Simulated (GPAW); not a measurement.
# GaSb (F-43m) in GPAW: a series of runs

The runs below take GaSb through band structure, with LDA, PBE.

All numbers are computed with GPAW 26.7.0; they aren't measurements. Logs are shortened: lines on timing, memory, paths and dates and some standing lists are left out, and cuts for length are marked. The log counts tension as positive stress, the text compression.

**The experiment to reproduce.**

From a printed reference work, data compilation, for a bulk crystal of GaSb at 4.2 K: band gap 0.811 eV (direct).

How close the calculation comes is told below.

## 1. The structure

The structure is cubic, space group F-43m (No. 216). The conventional cell has a = 6.118 Å, b = 6.118 Å, c = 6.118 Å, α = 90.00°, β = 90.00°, γ = 90.00°. Sb (site symmetry -43m) has 4 Ga at 2.65 Å as nearest neighbours. Ga (site symmetry -43m) has 4 Sb at 2.65 Å as nearest neighbours.

## 2. Band structure, LDA

Input file run.py:

```python
from ase import Atoms
from ase.dft.bandgap import bandgap
from ase.io import write
from ase.units import GPa
from gpaw import GPAW, PW

atoms = Atoms(['Sb', 'Ga'],
              cell=[[0.0, 3.059, 3.059],
                    [3.059, 0.0, 3.059],
                    [3.059, 3.059, 0.0]],
              scaled_positions=[[0.75, 0.75, 0.75],
                                [0.0, 0.0, 0.0]],
              pbc=True)

calc = GPAW(mode=PW(600),
            xc='LDA',
            kpts={'size': (8, 8, 8), 'gamma': True},
            occupations={'name': 'fermi-dirac', 'width': 0.05},
            nbands=18,
            convergence={'density': 1e-05, 'energy': 1e-05},
            maxiter=150,
            txt='gpaw.txt')
atoms.calc = calc
energy = atoms.get_potential_energy()
forces = atoms.get_forces()
stress = atoms.get_stress()
calc.write('gs.gpw')
write('result.traj', atoms)
print(f'Energy: {energy:.6f} eV')
print('Forces (eV/A):')
print(forces.round(4))
print('Stress (GPa):', (stress / GPa).round(3))
print('Fermi level:', round(calc.get_fermi_level(), 4), 'eV')
print(f'Gap: {bandgap(calc)[0]:.4f} eV, direct: {bandgap(calc, direct=True)[0]:.4f} eV')

path = atoms.cell.bandpath('GXWKGLUWLK,UX', npoints=80, eps=1e-4)
bs_calc = calc.fixed_density(kpts=path, symmetry='off', nbands=30,
                             convergence={'bands': 'CBM+6.0', 'eigenstates': 1e-6}, txt='bands.txt')
bs = bs_calc.band_structure()
bs.write('bs.json')
print(f'Gap on the path: {bandgap(bs_calc)[0]:.4f} eV')
```

Potentials or basis: the program's PAW data sets (release 1.2.1) made for this functional, pw.

Launch:

```sh
$ OMP_NUM_THREADS=1 python run.py
```

gpaw.txt:

```text
__  _  _
 | _ |_)|_||  |
 |__||  | ||/\| - 26.7.0

Input parameters:
  mode=PW(ecut=600.0),
  convergence={'density': 1e-05, 'energy': 1e-05},
  kpts=MonkhorstPack(size=(8, 8, 8), gamma=True),
  maxiter=150,
  nbands=18,
  occupations=Occupations(name='fermi-dirac', width=0.05),
  xc=XC(name='LDA')

Diagonalizing LCAO Hamiltonian
Converting LCAO to pw mode

                     Sb

       Ga

Atoms  # Å, Bohr magnetons
|   | symbol |        x |        y |        z |    initial magnetic moments |
|---|--------|----------|----------|----------|-----------------------------|
| 0 |     Sb | 4.588500 | 4.588500 | 4.588500 | ( 0.0000,  0.0000,  0.0000) |
| 1 |     Ga | 0.000000 | 0.000000 | 0.000000 | ( 0.0000,  0.0000,  0.0000) |

Unit cell  # Å
| periodic |        x |        y |        z |  lengths |    angles |
|----------|----------|----------|----------|----------|-----------|
|      yes | 0.000000 | 3.059000 | 3.059000 | 4.326079 | 60.000000 |
|      yes | 3.059000 | 0.000000 | 3.059000 | 4.326079 | 60.000000 |
|      yes | 3.059000 | 3.059000 | 0.000000 | 4.326079 | 60.000000 |

Number of symmetries: 24
Symmetry operations  # r_c * U_cc + t_c -> r_c
|    | kind |            matrix            |
|----|------|------------------------------|
|  0 |  E   |  1, 0, 0,  0, 1, 0,  0, 0, 1 |
|  1 |  σ   |  1, 0, 0,  0, 0, 1,  0, 1, 0 |
|  2 |  σ   |  1, 0,-1,  0, 1,-1,  0, 0,-1 |
|  3 |  C3  |  1, 0,-1,  0, 0,-1,  0, 1,-1 |
|  4 |  C3  |  1,-1, 0,  0,-1, 1,  0,-1, 0 |
|  5 |  σ   |  1,-1, 0,  0,-1, 0,  0,-1, 1 |
|  6 |  σ   |  0, 1, 0,  1, 0, 0,  0, 0, 1 |
|  7 |  C3  |  0, 1, 0,  0, 0, 1,  1, 0, 0 |
|  8 |  C2  |  0, 1,-1,  1, 0,-1,  0, 0,-1 |
|  9 |  S4  |  0, 1,-1,  0, 0,-1,  1, 0,-1 |
| 10 |  C3  |  0, 0, 1,  1, 0, 0,  0, 1, 0 |
| 11 |  σ   |  0, 0, 1,  0, 1, 0,  1, 0, 0 |
| 12 |  S4  |  0, 0,-1,  1, 0,-1,  0, 1,-1 |
| 13 |  C3  |  0, 0,-1,  0, 1,-1,  1, 0,-1 |
| 14 |  S4  |  0,-1, 1,  1,-1, 0,  0,-1, 0 |
| 15 |  C2  |  0,-1, 1,  0,-1, 0,  1,-1, 0 |
| 16 |  C3  |  0,-1, 0,  1,-1, 0,  0,-1, 1 |
| 17 |  S4  |  0,-1, 0,  0,-1, 1,  1,-1, 0 |
| 18 |  S4  | -1, 1, 0, -1, 0, 1, -1, 0, 0 |
| 19 |  C3  | -1, 1, 0, -1, 0, 0, -1, 0, 1 |
| 20 |  C3  | -1, 0, 1, -1, 1, 0, -1, 0, 0 |
| 21 |  S4  | -1, 0, 1, -1, 0, 0, -1, 1, 0 |
| 22 |  σ   | -1, 0, 0, -1, 1, 0, -1, 0, 1 |
| 23 |  C2  | -1, 0, 0, -1, 0, 1, -1, 1, 0 |

BZ-sampling:
  Number of BZ points: 512
  Number of IBZ points: 29

  Monkhorst-Pack size: [8, 8, 8]
  Monkhorst-Pack shift: [0.0625, 0.0625, 0.0625]

K-points  # in reciprocal-cell coordinates
|     |                                coordinates |     weight |
|-----|--------------------------------------------|------------|
|   0 | (  0.00000000,   0.00000000,   0.00000000) | 0.00195312 |
|   1 | (  0.12500000,   0.12500000,   0.00000000) | 0.01171875 |
|   2 | (  0.12500000,   0.12500000,   0.12500000) | 0.01562500 |
|   3 | (  0.25000000,   0.12500000,   0.12500000) | 0.02343750 |
|   4 | (  0.25000000,   0.25000000,   0.00000000) | 0.01171875 |
|   5 | (  0.25000000,   0.25000000,   0.12500000) | 0.04687500 |
|   6 | (  0.25000000,   0.25000000,   0.25000000) | 0.01562500 |
|   7 | (  0.37500000,   0.25000000,  -0.37500000) | 0.04687500 |
|   8 | (  0.37500000,   0.25000000,   0.12500000) | 0.04687500 |
|   9 | (  0.37500000,   0.25000000,   0.25000000) | 0.04687500 |
| ... |                                            |            |
|  28 | (  0.50000000,   0.50000000,   0.50000000) | 0.00781250 |

Plane wave coefficients: 1926
Cutoff: 600.0 eV

Spin-components: 1 (collinear spins)
Bands:           18
Projectors:      11
Spin-degeneracy: 2
Datatype:        complex128

Parallelization:
  kpt:    1
  domain: 1
  band:   1

Density:
  Valence electrons: 18.0
  Components: 1
  Grid points: [25 25 25]
  Charge: 0.0  # |e|

Potential:
  Grid points: [25 25 25]

species:
  Sb:
    name:    Antimony
    Z:       51.0
    valence: 15
    core:    36
    charge:  0.0  # [|e|]
    compensation charges:
      type: gauss
      rc: 0.36  # [Å]
      lmax: 2
    cutoffs:
      filter: 2.23  # [Å]
      core: 2.23  # [Å]
    projectors
    | kind |    occ | energy [eV] | rcut [Å] |
    |------|--------|-------------|----------|
    |   5s |  2.000 |     -13.069 |    1.154 |
    |   5p |  3.000 |      -4.994 |    1.233 |
    |   4d | 10.000 |     -33.564 |    1.196 |
    |    s |        |      14.142 |    1.154 |
    |    p |        |      22.217 |    1.233 |
    |    d |        |      -6.353 |    1.196 |

    Using partial waves for Sb as LCAO basis

  Ga:
    name:    Gallium
    Z:       31.0
    valence: 3
    core:    28
    charge:  0.0  # [|e|]
    compensation charges:
      type: gauss
      rc: 0.37  # [Å]
      lmax: 2
    cutoffs:
      filter: 2.06  # [Å]
      core: 4.17  # [Å]
    projectors
    | kind |    occ | energy [eV] | rcut [Å] |
    |------|--------|-------------|----------|
    |   4s |  2.000 |      -9.167 |    1.164 |
    |   4p |  1.000 |      -2.734 |    1.164 |
    |    s |        |      18.045 |    1.164 |
    |    p |        |      24.478 |    1.164 |
    |    d |        |       0.000 |    1.164 |

    Using partial waves for Ga as LCAO basis

Reference energy: -228940.492409  # eV

eigensolver:
  PPCG
  Converge bands: occupied
  niter=2

density mixing:
  MSR1-Mixer
  Pratt-step length: 0.05
  Maximum mixing coefficient: 0.75
  Old densities: 10
  SVD Regularization: 0.005
  Good broyden scale: 1.0
  Trust region scale: 1.0
  Backstep threshold: 4.0
  History deletion threshold: 6.0
  Fourier metric: weight=20.0, sigma=0.015

occupation numbers:
  Fermi-Dirac:
    width: 0.0500  # eV

poisson solver:
  ecut: 4800.0  # eV

xc functional:
  name: None

convergence criteria:
- Maximum integral of absolute [dens]ity change: 1e-05 electrons / valence electron
- Maximum [total energy] change in last 3 cyles: 1e-05 eV / valence electron
- Maximum integral of absolute [eigenst]ate change: 4e-08 eV^2 / valence electron
maximum number of iterations: 150

SCF iterations
|iter     | |      energy | eigst |  dens |
|---------|-|-------------|-------|-------|
|iter:   1| |   -9.042188 | +0.23 |       |
|iter:   2| |   -9.039811 | -1.94 | -1.29 |
|iter:   3| |   -8.977835 | -2.57 | -1.31 |
|iter:   4| |   -8.975246 | -3.28 | -1.88 |
|iter:   5| |   -8.975422 | -4.46 | -2.64 |
|iter:   6| |   -8.975467 | -5.27 | -3.06 |
|iter:   7| |   -8.975468c| -6.73 | -4.25 |
|iter:   8| |   -8.975468c| -7.79c| -4.79 |
|iter:   9| |   -8.975468c| -8.22c| -5.32c|

Converged in 9 steps
Energy contributions relative to reference atoms: (reference = -228940.492409)

Energy contributions:
  Kinetic:          10.510645
  Coulomb:          -9.381483
  Zero:              0.205755
  External:          0.000000
  Xc:              -10.310133
  Entropy:          -0.000504
  Spinorbit:         0.000000
  ----------------------------
  Free energy:      -8.975719
  Extrapolated:     -8.975468

dipole moment: (-11.137494, -11.137494, -11.137494)  # |e|*Ang

Fermi level: 4.600
Eigenvalues  # (at kpt = [0.000, 0.000, 0.000])
| band index |      eig [eV] | occ [0-2] |
|------------|---------------|-----------|
|          0 |       -24.076 |     2.000 |
|        ... |               |           |
|          2 |       -24.076 |     2.000 |
|          3 |       -24.057 |     2.000 |
|          4 |       -24.057 |     2.000 |
|          5 |        -6.944 |     2.000 |
|          6 |         4.442 |     1.918 |
|          7 |         4.559 |     1.389 |
[... 8 lines left out ...]
|         16 |        14.039 |     0.000 |
|         17 |        14.039 |     0.000 |

No gap
No difference between direct/indirect transitions

Forces  # eV/Ang
|        x |        y |        z |
|----------|----------|----------|
|  0.00000 |  0.00000 |  0.00000 |  # Sb   0
| -0.00000 | -0.00000 | -0.00000 |  # Ga   1

Stress tensor  # eV/Ang^3
|         x |        y |         z |
|-----------|----------|-----------|
|  0.011059 | 0.000000 | -0.000000 |
|  0.000000 | 0.011059 |  0.000000 |
| -0.000000 | 0.000000 |  0.011059 |

# Writing to gs.gpw (mode='')
```

Run time: 52 s. Hardware: 1 thread of Arm Neoverse V1, shared host; peak memory 0.29 GiB.

Results:

| Property | Result |
| --- | --- |
| Free energy | -8.9757 eV |
| Pressure | -1.8 GPa |
| Band gap along the path | none (metal or under the smearing width) |

Levels at the corners of the path, in eV from the Fermi level:
```tsv
point	band 6	band 7	band 8	band 9	band 10	band 11	band 12	band 13
Γ	-11.54	-0.16	-0.04	-0.04	-0.04	2.77	2.77	2.77
X	-9.19	-6.85	-2.59	-2.59	0.82	1.15	8.63	8.63
W	-9.15	-6.71	-3.39	-3.16	3.61	4.24	4.34	4.72
K	-9.26	-6.67	-3.65	-2.22	1.32	3.81	6.52	6.79
Γ	-11.54	-0.16	-0.04	-0.04	-0.04	2.77	2.77	2.77
L	-9.98	-6.41	-1.18	-1.18	0.28	3.74	3.74	6.33
U	-9.26	-6.67	-3.65	-2.22	1.32	3.81	6.52	6.79
W	-9.15	-6.71	-3.39	-3.16	3.61	4.24	4.34	4.72
L	-9.98	-6.41	-1.18	-1.18	0.28	3.74	3.74	6.33
K	-9.26	-6.67	-3.65	-2.22	1.32	3.81	6.52	6.79
U	-9.26	-6.67	-3.65	-2.22	1.32	3.81	6.52	6.79
X	-9.19	-6.85	-2.59	-2.59	0.82	1.15	8.63	8.63
```

Caveat: spin-orbit coupling is left out, which moves the levels of the heavy elements.

## 3. Band structure, PBE

Changes to run.py since step 2:

```diff
@@ -1,4 +1,3 @@
-from ase import Atoms
 from ase.dft.bandgap import bandgap
-from ase.io import write
+from ase.io import read, write
 from ase.units import GPa
@@ -6,12 +5,6 @@
 
-atoms = Atoms(['Sb', 'Ga'],
-              cell=[[0.0, 3.059, 3.059],
-                    [3.059, 0.0, 3.059],
-                    [3.059, 3.059, 0.0]],
-              scaled_positions=[[0.75, 0.75, 0.75],
-                                [0.0, 0.0, 0.0]],
-              pbc=True)
+atoms = read('POSCAR')
 
 calc = GPAW(mode=PW(600),
-            xc='LDA',
+            xc='PBE',
             kpts={'size': (8, 8, 8), 'gamma': True},
```

Input file POSCAR:

```
GaSb
1.0
    0.0000000000      3.0590000000      3.0590000000
    3.0590000000      0.0000000000      3.0590000000
    3.0590000000      3.0590000000      0.0000000000
Sb Ga
1 1
Direct
    0.7500000000      0.7500000000      0.7500000000
    0.0000000000      0.0000000000      0.0000000000
```

Potentials or basis: GPAW PAW data sets (gpaw-data 1.2.1), pw.

Launch:

```sh
$ OMP_NUM_THREADS=1 python run.py
```

gpaw.txt:

```text
__  _  _
 | _ |_)|_||  |
 |__||  | ||/\| - 26.7.0

Input parameters:
  mode=PW(ecut=600.0),
  convergence={'density': 1e-05, 'energy': 1e-05},
  kpts=MonkhorstPack(size=(8, 8, 8), gamma=True),
  maxiter=150,
  nbands=18,
  occupations=Occupations(name='fermi-dirac', width=0.05),
  xc=XC(name='PBE')

Diagonalizing LCAO Hamiltonian
Converting LCAO to pw mode

                     Sb

       Ga

Atoms  # Å, Bohr magnetons
|   | symbol |        x |        y |        z |    initial magnetic moments |
|---|--------|----------|----------|----------|-----------------------------|
| 0 |     Sb | 4.588500 | 4.588500 | 4.588500 | ( 0.0000,  0.0000,  0.0000) |
| 1 |     Ga | 0.000000 | 0.000000 | 0.000000 | ( 0.0000,  0.0000,  0.0000) |

Unit cell  # Å
| periodic |        x |        y |        z |  lengths |    angles |
|----------|----------|----------|----------|----------|-----------|
|      yes | 0.000000 | 3.059000 | 3.059000 | 4.326079 | 60.000000 |
|      yes | 3.059000 | 0.000000 | 3.059000 | 4.326079 | 60.000000 |
|      yes | 3.059000 | 3.059000 | 0.000000 | 4.326079 | 60.000000 |

Number of symmetries: 24
Symmetry operations  # r_c * U_cc + t_c -> r_c
|    | kind |            matrix            |
|----|------|------------------------------|
|  0 |  E   |  1, 0, 0,  0, 1, 0,  0, 0, 1 |
|  1 |  σ   |  1, 0, 0,  0, 0, 1,  0, 1, 0 |
|  2 |  σ   |  1, 0,-1,  0, 1,-1,  0, 0,-1 |
|  3 |  C3  |  1, 0,-1,  0, 0,-1,  0, 1,-1 |
|  4 |  C3  |  1,-1, 0,  0,-1, 1,  0,-1, 0 |
|  5 |  σ   |  1,-1, 0,  0,-1, 0,  0,-1, 1 |
[... 142 lines left out ...]
  name: PBE with 2 nearest neighbor stencil

convergence criteria:
- Maximum integral of absolute [dens]ity change: 1e-05 electrons / valence electron
- Maximum [total energy] change in last 3 cyles: 1e-05 eV / valence electron
- Maximum integral of absolute [eigenst]ate change: 4e-08 eV^2 / valence electron
maximum number of iterations: 150

SCF iterations
|iter     | |      energy | eigst |  dens |
|---------|-|-------------|-------|-------|
|iter:   1| |   -7.657340 | +0.20 |       |
|iter:   2| |   -7.660610 | -2.00 | -1.29 |
|iter:   3| |   -7.643947 | -2.47 | -1.31 |
|iter:   4| |   -7.645882 | -3.15 | -1.85 |
|iter:   5| |   -7.646244 | -4.24 | -2.59 |
|iter:   6| |   -7.646374 | -4.89 | -2.97 |
|iter:   7| |   -7.646374c| -6.67 | -4.14 |
|iter:   8| |   -7.646375c| -7.48c| -4.58 |
|iter:   9| |   -7.646375c| -8.34c| -5.42c|

Converged in 9 steps
Energy contributions relative to reference atoms: (reference = -229166.229777)

Energy contributions:
  Kinetic:          12.445352
  Coulomb:         -10.938870
  Zero:              0.192755
  External:          0.000000
  Xc:               -9.345397
  Entropy:          -0.000428
  Spinorbit:         0.000000
  ----------------------------
  Free energy:      -7.646589
  Extrapolated:     -7.646375

dipole moment: (-11.037210, -11.037210, -11.037210)  # |e|*Ang

Fermi level: 4.966
Eigenvalues  # (at kpt = [0.000, 0.000, 0.000])
| band index |      eig [eV] | occ [0-2] |
|------------|---------------|-----------|
|          0 |       -23.868 |     2.000 |
|          1 |       -23.868 |     2.000 |
|          2 |       -23.868 |     2.000 |
|          3 |       -23.852 |     2.000 |
|          4 |       -23.852 |     2.000 |
|          5 |        -6.562 |     2.000 |
[... 10 lines left out ...]
|         16 |        14.424 |     0.000 |
|         17 |        14.424 |     0.000 |

Gap: 0.092 eV
Transition (v -> c):
  (s=0, k=0, n=8, [0.00, 0.00, 0.00]) -> (s=0, k=0, n=9, [0.00, 0.00, 0.00])
No difference between direct/indirect transitions

Forces  # eV/Ang
|       x |        y |        z |
|---------|----------|----------|
| 0.00000 | -0.00000 | -0.00000 |  # Sb   0
| 0.00000 |  0.00000 | -0.00000 |  # Ga   1

Stress tensor  # eV/Ang^3
|         x |         y |         z |
|-----------|-----------|-----------|
| -0.014652 |  0.000000 |  0.000000 |
|  0.000000 | -0.014652 |  0.000000 |
|  0.000000 |  0.000000 | -0.014652 |

# Writing to gs.gpw (mode='')
```

Run time: 52 s. Hardware: 1 thread of Arm Neoverse V1, shared host; peak memory 0.29 GiB.

What came out:

```
Free energy             : -7.6466 eV
Pressure                : 2.3 GPa
Band gap on the k mesh  : 0.09 eV, direct
Band gap along the path : 0.09 eV, direct
```

Levels at the corners of the path, in eV from the valence-band top:
| point | band 7 | band 8 | band 9 | band 10 | band 11 | band 12 |
| --- | --- | --- | --- | --- | --- | --- |
| Γ | 0.00 | 0.00 | 0.00 | 0.09 | 2.82 | 2.82 |
| X | -6.76 | -2.56 | -2.56 | 0.94 | 1.28 | 8.75 |
| W | -6.62 | -3.34 | -3.11 | 3.72 | 4.35 | 4.46 |
| K | -6.58 | -3.59 | -2.18 | 1.44 | 3.91 | 6.66 |
| Γ | 0.00 | 0.00 | 0.00 | 0.09 | 2.82 | 2.82 |
| L | -6.33 | -1.15 | -1.15 | 0.44 | 3.79 | 3.79 |
| U | -6.58 | -3.59 | -2.18 | 1.44 | 3.91 | 6.66 |
| W | -6.62 | -3.34 | -3.11 | 3.72 | 4.35 | 4.46 |
| L | -6.33 | -1.15 | -1.15 | 0.44 | 3.79 | 3.79 |
| K | -6.58 | -3.59 | -2.18 | 1.44 | 3.91 | 6.66 |
| U | -6.58 | -3.59 | -2.18 | 1.44 | 3.91 | 6.66 |
| X | -6.76 | -2.56 | -2.56 | 0.94 | 1.28 | 8.75 |

Caveat: spin-orbit coupling is left out, which moves the levels of the heavy elements.

## 4. Comparison with measurements

Step 2. Against the measured gap of GaSb, 0.811 eV (direct; 4.2 K; a printed reference work, data compilation), the calculated 0.00 eV is off by -0.81 eV. Spin-orbit coupling on Ga, Sb is left out. The value is that of LDA, without temperature or zero-point motion. Semilocal functionals fall short of measured gaps as a rule.

Step 3. A measured gap of GaSb is 0.811 eV (direct; 4.2 K; a printed reference work, data compilation); the calculated 0.09 eV misses it by -0.72 eV. Spin-orbit coupling on Ga, Sb is left out. The value is that of PBE, without temperature or zero-point motion. Semilocal functionals fall short of measured gaps as a rule.
